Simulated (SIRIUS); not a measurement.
## HgTe and the effect of the choice of potentials or basis

```cif
data_structure
_symmetry_space_group_name_H-M 'F-43m'
_symmetry_Int_Tables_number 216
_cell_length_a 6.4290
_cell_length_b 6.4290
_cell_length_c 6.4290
_cell_angle_alpha 90.000
_cell_angle_beta 90.000
_cell_angle_gamma 90.000
_cell_volume 265.72
loop_
_atom_site_label
_atom_site_type_symbol
_atom_site_symmetry_multiplicity
_atom_site_Wyckoff_symbol
_atom_site_fract_x
_atom_site_fract_y
_atom_site_fract_z
_atom_site_occupancy
Hg1 Hg 4 a 0.00000 0.00000 0.00000 1
Te1 Te 4 c 0.25000 0.25000 0.25000 1
```

Kept alike: task single point; functional PBE; k mesh 7 × 7 × 7; occupations fermi-dirac, width 0.05 eV; no spin polarisation. Program: SIRIUS. Cutoffs run from 557 to 1472 eV. The mesh is that of the run's cell of 2 atoms. No spin-orbit coupling.

| choice of potentials or basis | pressure (GPa) |
| --- | --- |
| GBRV 1.5 PBE (ultrasoft) | 4.98 |
| PseudoDojo 0.4 PBE stringent (scalar relativistic) | 4.49 |
| PseudoDojo 0.4.1 PBE standard (scalar relativistic) | 4.61 |
| SPMS 1.0 PBE (norm-conserving) | 4.57 |
| SSSP 1.3.0 PBE efficiency | 4.71 |
| in-house norm-conserving set, PBE (scalar relativistic) | 4.60 |

Pressure is positive in compression; the values hold the error of the finite cutoff, so their zero can differ a little from the energy's minimum.

Problem. What does the choice of potentials or basis change here?

Solution. The pressure runs from 4.49 (PseudoDojo 0.4 PBE stringent (scalar relativistic)) to 4.98 GPa (GBRV 1.5 PBE (ultrasoft)).
